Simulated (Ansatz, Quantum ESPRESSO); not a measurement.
# TiO2 (001), rutile: a film clamped to its substrate

A thin film takes the in-plane lattice of its substrate and is free along the normal. How do the free axis and the stress follow the misfit? The strained cell has c along the film normal; unstrained it is a = 4.5865 Å, b = 4.5865 Å, c = 2.9383 Å, α = 90.00°, β = 90.00°, γ = 90.00°, with 6 atoms. The symmetry of the cell is held, so distortions that would lower it, which this phase may prefer, aren't tested.

Calculated with Quantum ESPRESSO 7.5, PBEsol, PseudoDojo 0.4.1 norm-conserving potentials, cutoff 1170 eV, Fermi–Dirac smearing 0.02 eV, k-mesh 6×6×9, no spin polarisation, no spin-orbit coupling.

Relaxed positions at 0 %:

```
atom       x       y       z
  Ti  0.0000  0.0000  0.0000
  Ti  0.5000  0.5000  0.5000
   O  0.3045  0.3045  0.0000
   O  0.1955  0.8045  0.5000
   O  0.6955  0.6955  0.0000
   O  0.8045  0.1955  0.5000
```

| ε∥ (%) | a (Å) | c (Å) | ε⊥ (%) | σ (GPa, tension positive) |
| --- | --- | --- | --- | --- |
| −3 | 4.4489 | 3.0037 | 2.228 | −12.25 |
| −2 | 4.4948 | 2.9800 | 1.420 | −7.93 |
| −1 | 4.5407 | 2.9581 | 0.677 | −3.83 |
| 0 | 4.5865 | 2.9383 | 0.000 | 0.01 |
| 2 | 4.6783 | 2.9038 | −1.172 | 6.83 |
| 3 | 4.7241 | 2.8892 | −1.670 | 9.77 |

**Question.** Fit both responses and give the free strain and the stress at +1 %, a row left out above.

Least squares with y = y0 + y1 ε + y2 ε² (ε in %) gives ε⊥ = −0.001 + (−0.6491) ε + (0.0311) ε² and σ = 0.00 + (3.677) ε + (−0.138) ε² GPa. The linear terms put the ratio of free to applied strain at −0.649 and the biaxial modulus at 368 GPa.

At +1 % the free strain comes out as −0.619 %. The run itself gives −0.616 %, so the estimate misses by 0.003 %; the fitted rows themselves lie up to 0.003 % off the law.

The stress comes out as 3.54 GPa. The run itself gives 3.57 GPa, so the estimate misses by 0.03 GPa; the fitted rows themselves lie up to 0.03 GPa off the law.

With c as the unique axis, zero normal stress gives ε⊥/ε∥ = −2C13/C33 for relaxed atoms, so 2C13/C33 is about 0.65.

The negative ε² term means that the crystal stiffens in compression and softens in tension.

The same fit over all rows at other levels or in other programs gives the strain ratio = −0.652 with PBEsol (Ansatz) and −0.654 with PBEsol (Quantum ESPRESSO, GBRV).

[Logs are printed without paths, hosts, clocks, repeated set-up lines and the standing remarks that a program may print on its own settings, such as how far it seeks lower states.]
